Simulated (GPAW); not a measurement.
Runs of GPAW 26.7.0 on AgBr. The structure is cubic, space group Fm-3m (No. 225). The conventional cell has a = 5.740 Å, b = 5.740 Å, c = 5.740 Å, α = 90.00°, β = 90.00°, γ = 90.00°. Around Ag (site symmetry m-3m) lie 6 Br at 2.87 Å. Br (site symmetry m-3m) is surrounded by 6 Ag at 2.87 Å. 

```tsv
task	level	potentials or basis	spin	cell	k mesh	smearing	band path	band points	optimizer	fmax	max steps	gap on the mesh (eV)	pressure (GPa)	relaxed volume (Å³/atom)
band structure	revPBE	the program's PAW data sets (release 1.2.1) made for this functional, pw	off	as given	8 × 8 × 8	fermi-dirac 0.05 eV	GXWKGLUWLK,UX	60	-	-	-	0.78	4.5	-
relaxation of cell and atoms	LDA	the program's PAW data sets (release 1.2.1) made for this functional, pw	off	relaxed	8 × 8 × 8	fermi-dirac 0.05 eV	-	-	BFGS	0.05 eV/Å	40	0.37	-0.1	21.90
band structure	PBE	GPAW PAW data sets (gpaw-data 1.2.1), pw	SOC, no magnetisation	as given	6 × 6 × 6	fermi-dirac 0.05 eV	GXWKGLUWLK,UX	80	-	-	-	(b)	2.5	-
band structure	PBEsol	PAW data sets generated in the run's folder for this functional, pw	SOC, no magnetisation	as given	6 × 6 × 6	fermi-dirac 0.05 eV	GXWKGLUWLK,UX	80	-	-	-	0.40	-1.4	-
single point	PBE	GPAW PAW data sets (gpaw-data 1.2.1), pw	off	as given	8 × 8 × 8	gaussian 0.03 eV	-	-	-	-	-	0.66	2.5	-
single point	PBE	GPAW PAW data sets (gpaw-data 1.2.1), pw	off	as given	8 × 8 × 8	gaussian 0.1 eV	-	-	-	-	-	0.66	2.5	-
relaxation of cell and atoms	PBE	GPAW PAW data sets (gpaw-data 1.2.1), pw	off	relaxed	8 × 8 × 8	fermi-dirac 0.05 eV	-	-	BFGS	0.05 eV/Å	60	0.67	0.2	(a)
relaxation of cell and atoms	revPBE	the program's PAW data sets (release 1.2.1) made for this functional, pw	off	relaxed	8 × 8 × 8	fermi-dirac 0.05 eV	-	-	LBFGS	0.05 eV/Å	40	0.84	0.1	26.33
```

Alike in all rows: cutoff (eV) 600.

Estimate the missing entries.

(a) 24.89; (b) 0.56.

Caveats: later steps reuse the first step's grids (some runs); spin-orbit coupling was added after a scalar SCF, so levels and gaps hold it while energy, forces, pressure and moments don't (some runs); this program's spin-orbit splittings come out too wide for heavy elements (some runs); the volume moved by +11 % from the deposited cell, more than functionals usually miss (some runs).

A k mesh can miss the band edges, and rows without SOC leave out spin-orbit coupling on Ag, Br.
